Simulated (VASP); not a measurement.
# Al32H (a cell with a defect) in VASP: further runs, part 3 of 3

VASP 6.6.1.

**5. Single point, PBE+D3(BJ)**

File INCAR:

```
SYSTEM = Al32H
PREC = Accurate ; ENCUT = 520
EDIFF = 1E-6 ; ISMEAR = 0
SIGMA = 0.15 ; LREAL = Auto
LASPH = .True. ; NELM = 100
ALGO = Fast ; ISIF = 2
LWAVE = .False. ; LCHARG = .True.
GGA = PE ; IVDW = 12
LELF = .True. ; LVHAR = .True.
NBANDS = 70
```

File KPOINTS:

```
regular mesh
0
Gamma
  2 2 2
  0 0 0
```

File POSCAR:

```
Al32H
1.0
    8.1000000000      0.0000000000      0.0000000000
    0.0000000000      8.1000000000      0.0000000000
    0.0000000000      0.0000000000      8.1000000000
Al H
32 1
Direct
    0.4999945096     -0.0001138782      0.0002882282
    0.7504003592      0.2501473672      0.0002265297
    0.7488096641     -0.0010007069      0.2514262200
   -0.0000094014      0.0005326236      0.0002277696
    0.2495848590      0.2501474560      0.0002266550
    0.4999939682      0.5004219153      0.0002959251
    0.7497246987      0.7500899420      0.0002925087
    0.2511686499     -0.0010016630      0.2514253586
    0.4999938326      0.2501951828      0.2505064619
    0.7488215061      0.5013427338      0.2514308786
    0.4999924984      0.0050398603      0.5001804615
    0.7497265746      0.2501917707      0.5001391616
    0.7488203282     -0.0010074147      0.7490847998
   -0.0000093118      0.4996998272      0.0002259141
    0.2502556557      0.7500894012      0.0002920057
   -0.0000093097      0.2501468548      0.2497522305
    0.2511564560      0.5013433369      0.2514310932
    0.4999927324      0.7501132348      0.2457242047
   -0.0000120826     -0.0001105255      0.5001325799
    0.2502537689      0.2501914386      0.5001383537
    0.4999926814      0.4955618022      0.5001758340
    0.7547248527      0.7501154091      0.5001779755
    0.2511587865     -0.0010070084      0.7490848656
    0.4999946424      0.2501874856      0.7499680243
    0.7488097584      0.5013385277      0.7490910220
   -0.0000124917      0.7500960104      0.2505052534
   -0.0000124162      0.5004188690      0.5001450551
    0.2452362915      0.7501155944      0.5001782691
   -0.0000094349      0.2501487294      0.7506067957
    0.2511688051      0.5013375735      0.7490902073
    0.4999924447      0.7501178249      0.7551875530
   -0.0000119872      0.7500835189      0.7499694512
    0.4999644212      0.7505562763      0.5008528339
```

Potentials or basis: VASP PAW PBE potentials, release 64 (Al, H).

Command:

```
$ cat potpaw_PBE.64/Al/POTCAR potpaw_PBE.64/H/POTCAR > POTCAR
$ mpirun -np 1 vasp_std > vasp.out
```

OUTCAR:

```text
SYSTEM = Al32H
   PREC = Accurate
   ENCUT = 520
   EDIFF = 1E-6
   ISMEAR = 0
   LREAL = Auto
   LASPH = .True.
   NELM = 100
   ISIF = 2
   GGA = PE
   IVDW = 12
 IVDW          = 12

 ion  position               nearest neighbor table
   1  0.500  1.000  0.000-  31 2.83  18 2.84   7 2.86  15 2.86   3 2.86   8 2.86  13 2.86  23 2.86
                             9 2.87  24 2.87   2 2.87   5 2.87
   2  0.750  0.250  0.000-  16 2.86  14 2.86   4 2.86  29 2.86  24 2.87   1 2.87   6 2.87   9 2.87
                            13 2.88  25 2.88   3 2.88  10 2.88
   3  0.749  0.999  0.251-  11 2.85  22 2.85  18 2.85  19 2.86  12 2.86   1 2.86   9 2.86   7 2.86
                            26 2.86  16 2.88   2 2.88   4 2.88
   4  1.000  0.001  0.000-  16 2.86   2 2.86   5 2.86  29 2.86  32 2.87  15 2.87   7 2.87  26 2.87
                            23 2.88  13 2.88   8 2.88   3 2.88
   5  0.250  0.250  0.000-  16 2.86  14 2.86   4 2.86  29 2.86  24 2.87   1 2.87   6 2.87   9 2.87
                            23 2.88  30 2.88   8 2.88  17 2.88
   6  0.500  0.500  0.000-  31 2.83  18 2.84   7 2.86  15 2.86  10 2.86  17 2.86  25 2.86  30 2.86
                             9 2.87  24 2.87   2 2.87   5 2.87
   7  0.750  0.750  0.000-  31 2.83  18 2.84   6 2.86   1 2.86  10 2.86  25 2.86   3 2.86  13 2.86
                            26 2.87  32 2.87  14 2.87   4 2.87
[... 296 lines left out ...]
      6      -0.9002      2.00000
[... 493 lines left out ...]
     59      11.3121      0.00000
     60      11.3131      0.00000
 [bands above 60 left out]

------------------------ aborting loop because EDIFF is reached ----------------------------------------

 Edisp (eV)  -10.83384

 E8    (eV) :    -4.8239

  FORCE on cell =-STRESS in cart. coord.  units (eV):
  Direction    XX          YY          ZZ          XY          YZ          ZX
  --------------------------------------------------------------------------------------
  -------------------------------------------------------------------------------------
  Total     -10.85282   -10.84827   -10.83953    -0.00083     0.00928    -0.00071
  in kB     -32.71885   -32.70515   -32.67880    -0.00249     0.02798    -0.00213
  external pressure =      -32.70 kB  Pullay stress =        0.00 kB

 VOLUME and BASIS-vectors are now :
 -----------------------------------------------------------------------------
  energy-cutoff  :      520.00
  volume of cell :      531.44
      direct lattice vectors                 reciprocal lattice vectors
     8.100000000  0.000000000  0.000000000     0.123456790  0.000000000  0.000000000
     0.000000000  8.100000000  0.000000000     0.000000000  0.123456790  0.000000000
     0.000000000  0.000000000  8.100000000     0.000000000  0.000000000  0.123456790

 POSITION                                       TOTAL-FORCE (eV/Angst)
 -----------------------------------------------------------------------------------
      4.04996      8.09908      0.00233        -0.000009     -0.000792     -0.002191
      6.07824      2.02619      0.00183         0.001188      0.000549      0.001340
      6.06536      8.09189      2.03655        -0.002930     -0.004282      0.001582
      8.09992      0.00431      0.00184        -0.000261      0.002545      0.000444
      2.02164      2.02619      0.00184        -0.001644      0.000796      0.001338
      4.04995      4.05342      0.00240         0.000005      0.003582      0.001614
[... 25 lines left out ...]
      8.09990      6.07568      6.07475         0.000112      0.000206     -0.001530
      4.04971      6.07951      4.05691         0.000045     -0.000826     -0.001636
 -----------------------------------------------------------------------------------
    total drift:                               -0.000348      0.005675      0.018451

  FREE ENERGIE OF THE ION-ELECTRON SYSTEM (eV)
  ---------------------------------------------------
  free  energy   TOTEN  =      -133.3354559586 eV

  energy  without entropy=     -133.0280847237  energy(sigma->0) =     -133.18177034
```

stdout:

```text
POSCAR found type information on POSCAR AlH
 POSCAR found :  2 types and      33 ions
 scaLAPACK will be used
 LDA part: xc-table for (Slater+PW92), standard interpolation
 POSCAR, INCAR and KPOINTS ok, starting setup
 FFT: planning ... GRIDC
 FFT: planning ... GRID_SOFT
 FFT: planning ... GRID
 WAVECAR not read
 entering main loop
WARNING in EDDRMM: call to ZHEGV failed, returncode =   6  3     69
```

It took 10 min on 1 thread of Intel Xeon Platinum 8488C (Sapphire Rapids), shared host; peak memory 0.56 GiB.

What came out:

- Free energy: -133.3355 eV
- Pressure: -3.3 GPa
- Largest force: 0.008 eV/Å
- Band gap on the k mesh: none (metal or under the smearing width)
- Dispersion energy per atom: -0.328 eV

Forces on the atoms (eV/Å):
```
Al   0.000 -0.001 -0.002
Al   0.001  0.001  0.001
Al  -0.003 -0.004  0.002
Al   0.000  0.003  0.000
Al  -0.002  0.001  0.001
Al   0.000  0.004  0.002
Al  -0.003  0.001  0.001
Al   0.003 -0.004  0.002
Al   0.000  0.001  0.005
Al  -0.002  0.001  0.001
Al   0.000 -0.006  0.000
Al  -0.001  0.000  0.001
Al  -0.004 -0.004 -0.004
Al   0.000  0.001  0.001
Al   0.002  0.001  0.001
Al   0.000 -0.002  0.005
Al   0.003  0.001  0.001
Al   0.000  0.000 -0.003
Al   0.000  0.000  0.000
Al   0.001  0.000  0.001
Al   0.000 -0.002  0.001
Al  -0.001  0.001  0.001
Al   0.004 -0.004 -0.004
Al   0.000 -0.002 -0.002
Al  -0.004  0.003 -0.004
Al   0.000  0.001  0.004
Al   0.000  0.004  0.002
Al   0.001  0.001  0.001
Al   0.000  0.001  0.002
Al   0.004  0.003 -0.004
Al   0.000  0.000 -0.008
Al   0.000  0.000 -0.002
H    0.000 -0.001 -0.002
```

Caveat: the k mesh is coarse (spacing up to 0.39 Å⁻¹), so the values aren't converged.

**6. Single point, PBE+D3(BJ)**

File INCAR:

```
SYSTEM = Al32H
PREC = Accurate
ENCUT = 520
EDIFF = 1E-6
ISMEAR = 0
SIGMA = 0.15
LREAL = Auto
LASPH = .True.
NELM = 60
ALGO = Fast
ISIF = 2
LWAVE = .False.
LCHARG = .False.
GGA = PE
IVDW = 12
NBANDS = 70
```

KPOINTS is that of step 5.

File POSCAR:

```
Al32H
1.0
    8.1000000000      0.0000000000      0.0000000000
    0.0000000000      8.1000000000      0.0000000000
    0.0000000000      0.0000000000      8.1000000000
Al H
32 1
Direct
    0.5000000000      0.0000000000      0.0000000000
    0.7500000000      0.2500000000      0.0000000000
    0.7500000000      0.0000000000      0.2500000000
    0.0000000000      0.0000000000      0.0000000000
    0.2500000000      0.2500000000      0.0000000000
    0.5000000000      0.5000000000      0.0000000000
    0.7500000000      0.7500000000      0.0000000000
    0.2500000000      0.0000000000      0.2500000000
    0.5000000000      0.2500000000      0.2500000000
    0.7500000000      0.5000000000      0.2500000000
    0.5000000000      0.0000000000      0.5000000000
    0.7500000000      0.2500000000      0.5000000000
    0.7500000000      0.0000000000      0.7500000000
    0.0000000000      0.5000000000      0.0000000000
    0.2500000000      0.7500000000      0.0000000000
    0.0000000000      0.2500000000      0.2500000000
    0.2500000000      0.5000000000      0.2500000000
    0.5000000000      0.7500000000      0.2500000000
    0.0000000000      0.0000000000      0.5000000000
    0.2500000000      0.2500000000      0.5000000000
    0.5000000000      0.5000000000      0.5000000000
    0.7500000000      0.7500000000      0.5000000000
    0.2500000000      0.0000000000      0.7500000000
    0.5000000000      0.2500000000      0.7500000000
    0.7500000000      0.5000000000      0.7500000000
    0.0000000000      0.7500000000      0.2500000000
    0.0000000000      0.5000000000      0.5000000000
    0.2500000000      0.7500000000      0.5000000000
    0.0000000000      0.2500000000      0.7500000000
    0.2500000000      0.5000000000      0.7500000000
    0.5000000000      0.7500000000      0.7500000000
    0.0000000000      0.7500000000      0.7500000000
    0.4996463100      0.7555293700      0.5084804800
```

Potentials or basis: VASP PAW PBE potentials, release 64 (Al, H).

Command:

```
$ cat potpaw_PBE.64/Al/POTCAR potpaw_PBE.64/H/POTCAR > POTCAR
$ mpirun -np 1 vasp_std > vasp.out
```

Wall time 12 min (1 thread of Intel Xeon Platinum 8488C (Sapphire Rapids), shared host); peak memory 0.56 GiB.

Results (log left out):

```
Free energy                : -133.2948 eV
Pressure                   : -3.3 GPa
Largest force              : 0.348 eV/Å
Band gap on the k mesh     : none (metal or under the smearing width)
Dispersion energy per atom : -0.328 eV
```

Forces in eV/Å, atoms in the order of the input:
```
Al   0.000 -0.056  0.001
Al   0.003  0.001  0.002
Al  -0.035 -0.035  0.034
Al   0.000  0.004  0.002
Al  -0.003  0.001  0.002
Al   0.000  0.046  0.004
Al  -0.051  0.000  0.003
Al   0.035 -0.035  0.034
Al   0.000  0.003  0.043
Al  -0.034  0.033  0.033
Al   0.000  0.320 -0.008
Al  -0.051  0.002 -0.001
Al  -0.033 -0.034 -0.034
Al   0.000 -0.004  0.002
Al   0.051  0.000  0.003
Al   0.000  0.001 -0.005
Al   0.034  0.033  0.033
Al   0.000 -0.003 -0.242
Al   0.000 -0.056 -0.001
Al   0.052  0.002 -0.001
Al   0.000 -0.253 -0.006
Al   0.279 -0.004 -0.006
Al   0.033 -0.033 -0.034
Al   0.000  0.000 -0.058
Al  -0.035  0.034 -0.035
Al   0.000  0.000  0.043
Al   0.000  0.046  0.000
Al  -0.283 -0.004 -0.006
Al   0.000  0.001  0.004
Al   0.035  0.034 -0.035
Al   0.000 -0.005  0.348
Al   0.000 -0.001 -0.058
H    0.002 -0.037 -0.061
```

Levels at points of the mesh, in eV from the Fermi level:
| k point | band 45 | band 46 | band 47 | band 48 | band 49 | band 50 |
| --- | --- | --- | --- | --- | --- | --- |
| (0.00, 0.00, 0.00) | -0.48 | -0.47 | 0.52 | 0.53 | 0.53 | 0.53 |
| (0.50, 0.00, 0.00) | -0.08 | -0.08 | 0.00 | 0.02 | 0.03 | 0.03 |
| (0.00, 0.50, 0.00) | -0.08 | -0.08 | 0.00 | 0.02 | 0.03 | 0.03 |
| (0.00, 0.00, 0.50) | -0.08 | -0.08 | 0.00 | 0.02 | 0.03 | 0.03 |
| (0.50, 0.50, 0.00) | -0.34 | -0.08 | -0.08 | -0.07 | 0.87 | 1.11 |
| (0.00, 0.50, 0.50) | -0.35 | -0.08 | -0.08 | -0.07 | 0.87 | 1.11 |
| (0.50, 0.00, 0.50) | -0.35 | -0.08 | -0.08 | -0.07 | 0.87 | 1.11 |
| (0.50, 0.50, 0.50) | -0.40 | -0.40 | -0.40 | -0.40 | -0.40 | -0.40 |

Caveat: the k mesh is coarse (spacing up to 0.39 Å⁻¹), so the values aren't converged.

**7. Summary**

| cell | k mesh | mesh quality | gap on the mesh (eV) | pressure (GPa) | largest force (eV/Å) |
| --- | --- | --- | --- | --- | --- |
| Cm, 16.1 Å³/atom | 1 × 1 × 1 | not flagged | none | -6.2 | 0.52 |
| Pm, 16.1 Å³/atom | 1 × 1 × 1 | not flagged | none | -7.1 | 0.23 |
| Pm, 16.1 Å³/atom | 2 × 2 × 2 | coarse | none | -3.3 | 0.01 |
| P1, 16.1 Å³/atom | 2 × 2 × 2 | coarse | none | -3.3 | 0.35 |

Some of these runs hold the atoms at other places in the same cell, which the table doesn't show; runs alike in all that it shows share one row.

Alike in all rows: task single point; level PBE+D3(BJ); potentials or basis VASP PAW PBE potentials, release 64 (Al, H); no spin polarisation; cutoff (eV) 520; smearing gaussian 0.15 eV.

Caveats: some runs use coarse meshes.

Absolute energies hang on the potentials; compare differences alone.
